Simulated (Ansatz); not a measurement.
**Co across functionals**

```yaml
crystal:
  lattice:
    - [0.00000, 1.75666, 1.75666]
    - [1.75666, 0.00000, 1.75666]
    - [1.75666, 1.75666, 0.00000]
  atoms:
    - { symbol: Co, position: [0.00000, 0.00000, 0.00000] }
```

Structure from Materials Project entry mp-102 (possibly hypothetical), not relaxed further.

One fixed cell is solved with several functionals by PAW (frozen-core files) in Ansatz 0.2.0, scalar-relativistically. A positive pressure means that the functional wants a larger cell.

The PAW files were made with PBE; their cores are remade for each functional.

The runs use a Γ-centred 18×18×18 k mesh, Fermi–Dirac smearing of 0.05 eV, cutoff 420 eV, spin-polarised from start moments Co 2 μB.

Cutoffs: PBE 420 eV, LDA 420 eV, PBEsol 420 eV, r²SCAN 500 eV.

```tsv
setting	P (GPa)	spin moment on Co (μB)	lowest spin-up level at Γ above −25 eV, from the valence-band top or, without a gap, the Fermi level (eV)
PBE	1.09	1.70	-9.16
LDA	-17.02	1.65	-9.12
PBEsol	-9.06	1.69	-9.20
r²SCAN	?	?	-9.82
```

(1) Give the missing entry: row "r²SCAN", column "P (GPa)".

(2) Give the missing entry: row "r²SCAN", column "spin moment on Co (μB)".

Results:

(1) -0.24.

(2) 1.94.
